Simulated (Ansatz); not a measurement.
Sr started on an O site in rocksalt SrO, 64 atoms, charge −2

All numbers come from Ansatz (PAW, plane waves, no spin–orbit coupling) at the single k point (¼, ¼, ¼) without its symmetry partners. The atoms were relaxed with PBEsol in a fixed cell; other functionals are single points on those atoms unless said otherwise. The valence top and gap of the host come from its small cell on a dense mesh, with the band extrema sought between the mesh points, lined up by the mean potential, PBEsol gap 3.20 eV, HSE06 gap 4.79 eV. The charge correction uses an assumed dielectric constant of 14.5.

Cell: a = 10.245 Å, b = 10.245 Å, c = 10.245 Å, α = 90.00°, β = 90.00°, γ = 90.00°.

Nearest atoms after relaxation, from the placed atom (for vacancies from the middle of the vacant sites): Sr at 2.70 Å, Sr at 2.70 Å, Sr at 2.70 Å, Sr at 2.70 Å, Sr at 2.70 Å, Sr at 2.70 Å.

Chemical potentials μ are those of reference phases of the elements at zero temperature by the same functional (the usual solids, diamond for C, grey Sn, and the molecules H2, N2, O2, F2, Cl2, Br2 and S8).

```tsv
functional	E(defect) − E(host) − Σ nμ + q·E_VBM (eV)	monopole (eV)	alignment (eV)	formation energy at E_F = VBM (eV)	moment (μB)	wall time, shared host
PBEsol	20.58	0.55	-0.47	20.66	0 (no spin)	5 s on NVIDIA GB300 (relaxation)
HSE06	24.91	0.55	-0.42	25.04	0 (no spin)	26 s on NVIDIA GB300
```

(1) How does the monopole term follow by hand for this cubic cell?

HSE06 one-electron levels near the gap (the ten most localised at most), from the host's valence top, not corrected for the charge's images:

```
level (eV)  spin  filling  atoms sharing it  element of the atom with most weight
     -0.29  both     2.00              24.8                                spread
     -0.27  both     2.00              23.4                                spread
     -0.27  both     2.00              23.6                                spread
     -0.22  both     2.00              26.5                                spread
     -0.20  both     2.00              24.0                                spread
     -0.20  both     2.00              24.0                                spread
      3.99  both     2.00               8.5                                    Sr
      3.99  both     2.00               8.6                                    Sr
      3.99  both     2.00               8.7                                    Sr
```

All elements are taken at their own reference at once; growth conditions in equilibrium with the host shift these energies, by up to the host's formation enthalpy.

One k point and a cell of this size can leave errors of several tenths of an eV in such numbers.

## Answers

(1) q²·α·e²/(4πε₀)/(2εL) with the Madelung constant α = 2.837 and e²/4πε₀ = 14.40 eV·Å: 4 × 2.837 × 14.40 / (2 × 14.5 × 10.245) = 0.55 eV.
